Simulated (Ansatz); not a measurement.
# Electric field gradients in BN

The cell is a computed structure from the Materials Project (it need not be an observed phase).

```yaml
crystal:
  lattice:
    - [0.00000, 3.49532, 2.16609]
    - [1.25163, 0.00000, 2.16609]
    - [1.25163, 3.49532, 0.00000]
  atoms:
    - { symbol: B, position: [0.00005, 0.00005, 0.99995] }
    - { symbol: N, position: [0.66665, 0.66665, 0.33335] }
```

Sites (sets of like atoms) are named by element and the number of their first atom in this list.

Computed with Ansatz: DFT, r2SCAN, plane waves and PAW, scalar-relativistic, 500 eV cutoff, Γ-centred 16×16×16 k-points, Fermi–Dirac smearing 0.01 eV.

V_zz is the principal component of the electric field gradient with the largest magnitude, η = (V_xx − V_yy)/V_zz and C_Q = eQV_zz/h.

B-11: I = 3/2, Q = 40.59 mb; N-14: I = 1, Q = 20.44 mb. Q values from Pyykkö, Mol. Phys. 116, 1328 (2018).

```csv
site,atoms (order as listed),first shell,V_zz (10²¹ V/m²),η,C_Q (MHz)
B,1,3 N at 1.44 Å,2.93,0.00,2.87
N,2,3 B at 1.44 Å,-0.26,0.01,-0.129
```

At B and N V_zz stands upright on the plane through its three neighbours (within 1°) in each case.
